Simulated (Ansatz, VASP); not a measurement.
## H: VASP beside Ansatz

```xyz
4
Lattice="1.6658 -2.7470 -0.0052 1.6113 2.7141 0.0007 -0.0087 0.0069 6.2934" Properties=species:S:1:pos:R:3 pbc="T T T"
H     1.6124   -0.4069    6.2765
H     1.5895    0.3129    0.0422
H     1.5698    0.4169    3.1504
H     1.6092   -0.4828    3.1787
```

Change from the starting cell: all atoms moved at random (sigma 0.04 Å), cell strained at random (1 %).

Alike in both runs: task single point; functional PBE; k mesh 8 × 8 × 4; occupations gaussian, width 0.02 eV; no spin polarisation.

|  | VASP | Ansatz |
| --- | --- | --- |
| version | VASP 6.6.1 | Ansatz 0.2.0 |
| potentials or method | VASP PAW PBE potentials, release 64 (H) | scalar-relativistic, plane waves, PAW |
| plane-wave cutoff (eV) | 520 | 420 |
| valence electrons in the cell | 4 | 4 |

VASP gave:

| Quantity | Value |
| --- | --- |
| gap on the k mesh at the Fermi level (eV) | 6.91 |
| least direct gap on the mesh (eV) | 6.91 |
| pressure (GPa) | -2.2 |
| largest component of the traceless stress (GPa) | 4.73 |
| rms of the force components (eV/Å) | 1.383 |

Task: Estimate Ansatz's values.

Result: gap on the k mesh at the Fermi level (eV): 6.91; least direct gap on the mesh (eV): 6.91; pressure (GPa): -2.0; largest component of the traceless stress (GPa): 4.71; rms of the force components (eV/Å): 1.385.

Atom by atom the forces differ by 0.006 eV/Å (rms over components).

Caveats: forces of over 1 eV/Å show positions far from the minimum, so gaps and moduli don't describe the material at rest. A k mesh can miss the band edges.
